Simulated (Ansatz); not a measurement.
# Hf (P6_3/mmc) in Ansatz: settings compared

The runs below take Hf through relaxation of cell and atoms, with BLYP+D3(BJ), RPBE.

Program: Ansatz 0.2.0. These are calculated values, not measurements. Logs are shortened: lines on timing, memory, paths and dates and some standing lists are left out, and cuts for length are marked.

### 1 The crystal as given

It takes space group P6_3/mmc (No. 194, hexagonal). The conventional cell has a = 3.197 Å, b = 3.197 Å, c = 5.058 Å, α = 90.00°, β = 90.00°, γ = 120.00°. Hf (site symmetry -6m2) has 12 Hf at 3.13 to 3.20 Å as nearest neighbours.

### 2 Relaxation of cell and atoms, BLYP+D3(BJ)

input.yaml

```yaml
crystal:
  lattice:
    - [3.1967, 0.0, 0.0]
    - [-1.59835, 2.7684234083, 0.0]
    - [0.0, 0.0, 5.0578]
  atoms:
    - { symbol: Hf, position: [0.6666666667, 0.3333333333, 0.75] }
    - { symbol: Hf, position: [0.3333333333, 0.6666666667, 0.25] }
hamiltonian:
  xc: blyp
  pseudopotentials: { kind: paw }
  dispersion: d3bj
kpoints:
  mp_grid: { grid: [10, 10, 5] }
scf:
  occupations: { method: fermi_dirac, width: 0.05 }
output:
  forces: true
  stress: true
relax:
  f_tol: 0.01
  max_steps: 40
  cell: { stress_tol: 0.05 }
```

Potentials or basis: Ansatz PAW.

Launch:

```console
$ ansatz run input.yaml --threads 2 --pin off --max-ram 5632MiB --backend cpu --events-out ev --progress --plain --runs-dir out
```

The program printed:

```text
Warning: RAYON_NUM_THREADS=2 ignored (pool sized by the plan → 2); use --threads N
Engine: ansatz 0.2.0, x86_64-unknown-linux-gnu
Pseudopotentials: kind: paw
Pseudopotential: Hf, paw, valence charge 26, recommended cutoff 420 eV (normal), Hf.paw.azcp
Functional definition: BLYP
  parameter beta = 0.0042
  parameter a = 0.04918
  parameter b = 0.132
  parameter c = 0.2533
  parameter d = 0.349
  exchange = b88_x(beta = beta)
  correlation = lyp_c(a = a, b = b, c = c, d = d)
Crystal: 2 atoms, lattice volume = 44.761 Å³
Basis set: ecut = 420 eV, 881 PW (Γ), exchange–correlation on 48×48×72 points (8 copies of the dense FFT grid, shifted against one another)
Bands: 32, of which v1, the nominal top of the filled ones, is band 26 counted from 1 (25 counted from 0)
Symmetry: 24 space group operations
Space group: P63/mmc (ITA 194), of the structure as read, at distance tolerance 3.6e-5 Å
k-points: 42 of 500
Non-local potential: Hf, projectors of the file, l = 0: 3, l = 1: 2, l = 2: 2, l = 3: 3
PAW form: soft (Blöchl's): semilocal exchange-correlation on the pseudo side does not see the compensation charge
PAW frozen core: Hf, regenerated for the run's functional, and the local potential with it (the file was generated under x = pbe(κ = 0.804, μ = 0.2195149727645171), c = pbe(β = 0.06672455060314922))
PAW one-centre angular grid: Hf, 590 points (default); XC on 64 Gauss nodes
Initial density: superposition of atomic densities (neutral atoms: chi_scale 0, normalization atom), corrected by the library's trained network
Initial wavefunctions: pseudopotential atomic-orbital guess
Functional: x = b88, c = lyp
SCF iter   1: F=—  HF=-31492.261131 eV  |F-HF|=—  |Δ(HF+E_count)|=         —  Δρ=5.63e-3  dr2=9.95e-3  ethr=1.77e-3  ⟨swp⟩=4.6  Hψ=4465  notcnv=0
preconditioner: auto → Kerker (q_TF=auto, 2.797 Å⁻¹)  [metal: Δε(μ)=0.014 eV  Ē_g=17.515 eV  σ=0.050 eV  W_gap=0.07  n_scr=22 (ndim 8)  ℏωp=38.5 eV  f_vac=0.000  D(μ)=1.24/eV (n_scr^D=2)]
SCF iter   2: F=—  HF=-31492.260750 eV  |F-HF|=—  |Δ(HF+E_count)|=   3.82e-4  Δρ=3.65e-3  dr2=5.51e-3  ethr=1.91e-5  ⟨swp⟩=3.0  Hψ=2803  notcnv=0  defer=1
SCF iter   3: F=—  HF=-31492.261416 eV  |F-HF|=—  |Δ(HF+E_count)|=   6.67e-4  Δρ=1.43e-3  dr2=8.18e-4  ethr=1.06e-5  ⟨swp⟩=2.0  Hψ=2100  notcnv=0  defer=1
SCF iter   4: F=—  HF=-31492.261224 eV  |F-HF|=—  |Δ(HF+E_count)|=   1.93e-4  Δρ=3.24e-4  dr2=2.49e-5  ethr=1.57e-6  ⟨swp⟩=2.1  Hψ=2350  notcnv=0  defer=1
SCF iter   5: F=—  HF=-31492.261218 eV  |F-HF|=—  |Δ(HF+E_count)|=   5.53e-6  Δρ=1.36e-4  dr2=7.19e-6  ethr=4.78e-8  ⟨swp⟩=2.1  Hψ=2458  notcnv=0  defer=1
SCF iter   6: F=—  HF=-31492.261227 eV  |F-HF|=—  |Δ(HF+E_count)|=   8.77e-6  Δρ=3.46e-5  dr2=6.71e-7  ethr=1.38e-8  ⟨swp⟩=2.0  Hψ=2107  notcnv=0  defer=1
SCF iter   7: F=—  HF=-31492.261227 eV  |F-HF|=—  |Δ(HF+E_count)|=   1.68e-7  Δρ=8.47e-6  dr2=3.99e-8  ethr=1.92e-10  ⟨swp⟩=5.6  Hψ=5874  notcnv=0
SCF iter   8: F=-31492.261227 eV  HF=-31492.261227 eV  |F-HF|=1.96e-10  |Δ(HF+E_count)|=   4.36e-8  Δρ=2.78e-6  dr2=2.00e-9  ethr=7.67e-11  ⟨swp⟩=5.0  Hψ=5137  notcnv=0
SCF 1 converged in 8 iterations: F = -31492.261227 eV  dr2 = 2.00e-9
relax step   1: F+E_penalty+E_count = -31492.26122716 eV  Δ(F+E_penalty+E_count) = +0.000e0 eV  max|allowed force component| = 2.498e-16 eV/Å  Δτ_max = 0.0000 Å  P = -5.115 GPa  Ω = 44.761 Å³  (8 SCF iters, dr2 threshold 1.00e-7 eV, accepted)
Crystal: 2 atoms, lattice volume = 39.823 Å³
Basis set: ecut = 420 eV, 773 PW (Γ), exchange–correlation on 48×48×72 points (8 copies of the dense FFT grid, shifted against one another)
Initial density: handed on by an earlier stage of this run
Initial wavefunctions: those handed on with the density
iter 1 solved again at ethr=2.90e-6 eV; its pass at ethr=3.10e-3 eV (dr2=1.51e-3 eV) is discarded
SCF iter   1: F=—  HF=-31492.222678 eV  |F-HF|=—  |Δ(HF+E_count)|=         —  Δρ=3.26e-3  dr2=1.80e-3  ethr=2.90e-6  ⟨swp⟩=2.1  Hψ=7341  notcnv=0
preconditioner: auto → Resta (q_TF=auto, 2.852 Å⁻¹)  ε∞=6.4  [insulator: Δε(μ)=0.133 eV  Ē_g=17.599 eV  σ=0.050 eV  W_gap=0.52  n_scr=22 (ndim 8)  ℏωp=40.8 eV  f_vac=0.000  D(μ)=0.86/eV (n_scr^D=2)  ε∞_Penn≈6.4]
SCF iter   2: F=—  HF=-31492.221818 eV  |F-HF|=—  |Δ(HF+E_count)|=   8.60e-4  Δρ=1.39e-3  dr2=4.04e-4  ethr=2.90e-6  ⟨swp⟩=2.0  Hψ=2430  notcnv=0
SCF iter   3: F=—  HF=-31492.221928 eV  |F-HF|=—  |Δ(HF+E_count)|=   1.10e-4  Δρ=7.54e-4  dr2=1.30e-4  ethr=7.77e-7  ⟨swp⟩=2.0  Hψ=2417  notcnv=0
SCF iter   4: F=—  HF=-31492.222038 eV  |F-HF|=—  |Δ(HF+E_count)|=   1.10e-4  Δρ=3.31e-4  dr2=2.95e-5  ethr=2.50e-7  ⟨swp⟩=2.0  Hψ=2432  notcnv=0
SCF iter   5: F=—  HF=-31492.222024 eV  |F-HF|=—  |Δ(HF+E_count)|=   1.39e-5  Δρ=4.87e-5  dr2=8.27e-7  ethr=5.68e-8  ⟨swp⟩=2.0  Hψ=2430  notcnv=0
SCF iter   6: F=-31492.222025 eV  HF=-31492.222025 eV  |F-HF|=4.33e-9  |Δ(HF+E_count)|=   5.11e-7  Δρ=1.08e-5  dr2=4.17e-8  ethr=3.85e-10  ⟨swp⟩=5.0  Hψ=5535  notcnv=0
SCF 2 converged in 6 iterations: F = -31492.222025 eV  dr2 = 4.17e-8
relax step   2: F+E_penalty+E_count = -31492.22202467 eV  Δ(F+E_penalty+E_count) = +3.920e-2 eV  max|allowed force component| = 7.494e-16 eV/Å  Δτ_max = 0.0000 Å  P = +9.014 GPa  Ω = 39.823 Å³  energy of the carried Pulay correction = +1.080e-3 eV  (6 SCF iters, dr2 threshold 2.00e-7 eV, rejected (line search))
Crystal: 2 atoms, lattice volume = 42.837 Å³
Basis set: ecut = 420 eV, 833 PW (Γ), exchange–correlation on 48×48×72 points (8 copies of the dense FFT grid, shifted against one another)
iter 1 solved again at ethr=1.23e-6 eV; its pass at ethr=3.10e-3 eV (dr2=6.41e-4 eV) is discarded
SCF iter   1: F=—  HF=-31492.296576 eV  |F-HF|=—  |Δ(HF+E_count)|=         —  Δρ=2.06e-3  dr2=8.27e-4  ethr=1.23e-6  ⟨swp⟩=2.1  Hψ=7348  notcnv=0
preconditioner: auto → Kerker (q_TF=auto, 2.818 Å⁻¹)  [metal: Δε(μ)=0.056 eV  Ē_g=17.623 eV  σ=0.050 eV  W_gap=0.27  n_scr=22 (ndim 8)  ℏωp=39.3 eV  f_vac=0.000  D(μ)=1.00/eV (n_scr^D=2)]
SCF iter   2: F=—  HF=-31492.296218 eV  |F-HF|=—  |Δ(HF+E_count)|=   3.57e-4  Δρ=9.26e-4  dr2=1.96e-4  ethr=1.23e-6  ⟨swp⟩=2.0  Hψ=2431  notcnv=0
SCF iter   3: F=—  HF=-31492.296273 eV  |F-HF|=—  |Δ(HF+E_count)|=   5.48e-5  Δρ=5.07e-4  dr2=7.13e-5  ethr=3.77e-7  ⟨swp⟩=2.0  Hψ=2414  notcnv=0
SCF iter   4: F=—  HF=-31492.296332 eV  |F-HF|=—  |Δ(HF+E_count)|=   5.84e-5  Δρ=2.58e-4  dr2=2.36e-5  ethr=1.37e-7  ⟨swp⟩=2.0  Hψ=2431  notcnv=0
SCF iter   5: F=—  HF=-31492.296337 eV  |F-HF|=—  |Δ(HF+E_count)|=   5.42e-6  Δρ=5.04e-5  dr2=1.36e-6  ethr=4.53e-8  ⟨swp⟩=2.0  Hψ=2430  notcnv=0
SCF iter   6: F=—  HF=-31492.296336 eV  |F-HF|=—  |Δ(HF+E_count)|=   7.63e-7  Δρ=1.17e-5  dr2=8.44e-8  ethr=2.62e-9  ⟨swp⟩=2.0  Hψ=2431  notcnv=0
SCF iter   7: F=—  HF=-31492.296336 eV  |F-HF|=—  |Δ(HF+E_count)|=   1.99e-8  Δρ=2.75e-6  dr2=3.39e-9  ethr=1.62e-10  ⟨swp⟩=3.0  Hψ=2240  notcnv=0
SCF iter   8: F=—  HF=-31492.296336 eV  |F-HF|=—  |Δ(HF+E_count)|=  5.02e-10  Δρ=5.68e-7  dr2=8.72e-11  ethr=6.53e-12  ⟨swp⟩=2.5  Hψ=2259  notcnv=0
SCF iter   9: F=-31492.296336 eV  HF=-31492.296336 eV  |F-HF|=0.00e0  |Δ(HF+E_count)|=  1.67e-10  Δρ=1.38e-7  dr2=7.23e-12  ethr=1.00e-12  ⟨swp⟩=6.2  Hψ=6729  notcnv=0
SCF 3 converged in 9 iterations: F = -31492.296336 eV  dr2 = 7.23e-12
relax step   3: F+E_penalty+E_count = -31492.29633625 eV  Δ(F+E_penalty+E_count) = -3.511e-2 eV  max|allowed force component| = 1.480e-16 eV/Å  Δτ_max = 0.0000 Å  P = -0.509 GPa  Ω = 42.837 Å³  energy of the carried Pulay correction = +4.063e-4 eV  (9 SCF iters, accepted)
Crystal: 2 atoms, lattice volume = 42.635 Å³
iter 1 solved again at ethr=3.42e-9 eV; its pass at ethr=3.10e-3 eV (dr2=1.78e-6 eV) is discarded
SCF iter   1: F=—  HF=-31492.296680 eV  |F-HF|=—  |Δ(HF+E_count)|=         —  Δρ=1.28e-4  dr2=3.09e-6  ethr=3.42e-9  ⟨swp⟩=3.1  Hψ=7068  notcnv=0
preconditioner: auto → Kerker (q_TF=auto, 2.820 Å⁻¹)  [metal: Δε(μ)=0.051 eV  Ē_g=17.578 eV  σ=0.050 eV  W_gap=0.25  n_scr=22 (ndim 8)  ℏωp=39.4 eV  f_vac=0.000  D(μ)=0.97/eV (n_scr^D=2)]
SCF iter   2: F=—  HF=-31492.296683 eV  |F-HF|=—  |Δ(HF+E_count)|=   3.18e-6  Δρ=5.92e-5  dr2=8.42e-7  ethr=3.42e-9  ⟨swp⟩=2.0  Hψ=2431  notcnv=0
SCF iter   3: F=—  HF=-31492.296684 eV  |F-HF|=—  |Δ(HF+E_count)|=   2.49e-7  Δρ=3.20e-5  dr2=3.01e-7  ethr=1.62e-9  ⟨swp⟩=2.0  Hψ=2416  notcnv=0
SCF iter   4: F=-31492.296684 eV  HF=-31492.296684 eV  |F-HF|=6.15e-8  |Δ(HF+E_count)|=   2.01e-7  Δρ=1.63e-5  dr2=9.20e-8  ethr=3.85e-10  ⟨swp⟩=4.7  Hψ=4970  notcnv=0
SCF 4 converged in 4 iterations: F = -31492.296684 eV  dr2 = 9.20e-8
relax step   4: F+E_penalty+E_count = -31492.29668372 eV  Δ(F+E_penalty+E_count) = -3.475e-4 eV  max|allowed force component| = 3.238e-16 eV/Å  Δτ_max = 0.0000 Å  P = +0.034 GPa  Ω = 42.635 Å³  energy of the carried Pulay correction = +4.500e-4 eV  (4 SCF iters, dr2 threshold 2.00e-7 eV, accepted)
Initial wavefunctions: pseudopotential atomic-orbital guess (no wavefunctions were taken with the density)
iter 1 solved again at ethr=9.01e-10 eV; its pass at ethr=3.10e-3 eV (dr2=4.68e-7 eV) is discarded
SCF iter   1: F=—  HF=-31492.296244 eV  |F-HF|=—  |Δ(HF+E_count)|=         —  Δρ=6.23e-5  dr2=2.88e-7  ethr=9.01e-10  ⟨swp⟩=4.2  Hψ=9634  notcnv=0
preconditioner: auto → Kerker (q_TF=auto, 2.820 Å⁻¹)  [metal: Δε(μ)=0.051 eV  Ē_g=17.581 eV  σ=0.050 eV  W_gap=0.25  n_scr=22 (ndim 8)  ℏωp=39.4 eV  f_vac=0.000  D(μ)=0.97/eV (n_scr^D=2)]
SCF iter   2: F=—  HF=-31492.296248 eV  |F-HF|=—  |Δ(HF+E_count)|=   4.17e-6  Δρ=3.60e-5  dr2=1.87e-7  ethr=5.53e-10  ⟨swp⟩=3.1  Hψ=2959  notcnv=0
SCF iter   3: F=—  HF=-31492.296248 eV  |F-HF|=—  |Δ(HF+E_count)|=   5.91e-8  Δρ=2.19e-5  dr2=5.18e-8  ethr=3.60e-10  ⟨swp⟩=2.0  Hψ=2296  notcnv=0
SCF iter   4: F=—  HF=-31492.296248 eV  |F-HF|=—  |Δ(HF+E_count)|=   1.28e-7  Δρ=2.03e-6  dr2=1.79e-9  ethr=9.96e-11  ⟨swp⟩=2.3  Hψ=2298  notcnv=0
SCF iter   5: F=—  HF=-31492.296248 eV  |F-HF|=—  |Δ(HF+E_count)|=  5.97e-10  Δρ=7.28e-7  dr2=2.64e-10  ethr=3.45e-12  ⟨swp⟩=2.0  Hψ=2431  notcnv=0
SCF iter   6: F=—  HF=-31492.296248 eV  |F-HF|=—  |Δ(HF+E_count)|=  3.64e-11  Δρ=1.88e-7  dr2=2.06e-11  ethr=1.00e-12  ⟨swp⟩=2.0  Hψ=2429  notcnv=0
SCF iter   7: F=-31492.296248 eV  HF=-31492.296248 eV  |F-HF|=7.28e-12  |Δ(HF+E_count)|=  1.09e-11  Δρ=4.65e-8  dr2=1.02e-12  ethr=1.00e-12  ⟨swp⟩=5.9  Hψ=6135  notcnv=0
SCF 5 converged in 7 iterations: F = -31492.296248 eV  dr2 = 1.02e-12
relax step   5: F+E_penalty+E_count = -31492.29624816 eV  Δ(F+E_penalty+E_count) = +4.356e-4 eV  max|allowed force component| = 2.868e-16 eV/Å  Δτ_max = 0.0000 Å  P = +0.031 GPa  Ω = 42.635 Å³  stress off target by 3.86e-2 GPa  SCF on the basis re-selected at this cell (its energy is not comparable with the rows above)  (7 SCF iters)
basis re-selected at this cell: Δ(F+E_penalty+E_count) = +4.356e-4 eV, ΔP = -0.003 GPa vs the last step (what re-selecting the basis moved, of the pressure what is left beyond the Pulay correction that the steps carried, after the strain that the cell walked since its last selection, with what the two solves' SCF thresholds leave and, on support functions, any second-order correction that the steps lacked; it is no measure of the basis error at this ecutwfc). This SCF's stress stands 3.86e-2 GPa from its target on what of the cell is left free (relax.cell.stress_tol is 5.00e-2 GPa) and its largest allowed force component is 2.87e-16 eV/Å (relax.f_tol is 1.00e-2 eV/Å): within both
SCF converged after 7 iterations
Free energy (F): -31492.296248 eV
Harris-Foulkes:  -31492.296248 eV  (|F-HF|=7.28e-12)
Internal energy: -31492.287406 eV  (E = F + TS)
E sigma→0 (E₀):  -31492.291827 eV
Entropy (-TS):   -0.008842 eV (-4.421 meV/atom)
Fermi energy:    21.452797 eV
--- Per-component energies (eV) ---
  E_band       = 156.076951
  E_kinetic    = 854.478956
  E_local      = -9885.001501  (includes V_loc(G=0)·N_el)
  E_nonlocal   = -2491.263266
  E_hartree    = 4677.976806
  E_xc         = -596.855165
  E_vxc        = -525.549253  (∫ρ·V_xc dr)
  E_paw        = -13911.606155  (= ΣΔE_a)
  E_vpaw       = 2847.458409  (= ΣTr[D̂ρ^β])
  E_aug_tail   = -0.000003  (compensation charges beyond the density's cutoff)
  E_ewald      = -10137.812502
  E_disp       = -2.367841  (pairwise vdW)
  E_core_change = 0.163265  (= ΣΔE_core)
  E_smearing   = -0.008842  (= −TS)
  E_closure    = 0.000000  (closes the sum)
  Σ components = -31492.296248   (vs F -31492.296248, Δ=0.00e0)
--- Forces (eV/Å), atoms counted from 1 ---
  atom   1  Hf     0.00000000     0.00000000    -0.00000000
  atom   2  Hf    -0.00000000    -0.00000000     0.00000000
  max |Σ_I F_I| component: 3.70e-17 eV/Å
--- Stress (GPa, compression-positive) ---
        0.038615       0.000000       0.000000
       -0.000000       0.038615      -0.000000
        0.000000      -0.000000       0.014886
  P = ⅓ Tr σ = 0.0307 GPa (0.307 kbar)
--- Relaxed structure (4 steps of the walk, 3 accepted, 1 SCFs on fresh bases) ---
  F+E_penalty+E_count = -31492.29624816 eV   max|allowed force component| = 2.868e-16 eV/Å   (the final SCF, on the basis selected at the relaxed cell)
  cell:  # Å, volume = 42.6350 Å³
    - [3.145218477886172, 1.3871827248260572e-33, 0.0]
    - [-1.572609238943086, 2.7238391023016493, -1.6472573399685044e-18]
    - [0.0, -3.0094739659936416e-18, 4.9766121725266705]
  atoms:
    - { symbol: Hf, position: [0.6666666666666666, 0.33333333333333326, 0.7500000000000001] }
    - { symbol: Hf, position: [0.33333333333333326, 0.6666666666666665, 0.25] }
```

Run time: 15 s. Hardware: 2 threads of Intel Xeon at 2.50GHz (Skylake/Cascade Lake), shared host; peak memory 0.39 GiB.

What came out:

* Free energy: -31492.2962 eV
* Relaxed volume: 21.32 Å³/atom
* Relaxed cell: a = 3.145 Å, b = 3.145 Å, c = 4.977 Å, α = 90.00°, β = 90.00°, γ = 120.00°
* Space group after relaxing (to 0.05 Å): P6_3/mmc (No. 194)
* Energy gained by relaxing: 17.5 meV/atom
* Ionic steps: 4
* Pressure after relaxing: 0.0 GPa

The path:
```csv
step,energy change (eV),largest force (eV/Å),volume (Å³)
1,0.0000,0.0000,44.76
2,-0.0351,0.0000,42.84
3,-0.0355,0.0000,42.63
4,-0.0350,0.0000,42.63
```

Final structure:
```
Hf
1.0
     3.14522    0.00000    0.00000
    -1.57261    2.72384    0.00000
     0.00000    0.00000    4.97661
Hf
2
Cartesian
  1.5726 0.9079 3.7325
  0.0000 1.8159 1.2442
```

Caveat: the plane-wave basis is chosen anew once the cell has moved, so the energies of steps on either side of that aren't comparable; the PAW data sets come from PBE, with cores solved anew for the run's functional, which leaves a small shift of forces and pressure. The run has no spin-orbit coupling, so splittings on Hf are missing.

(Part 1 of 2 ends here.)
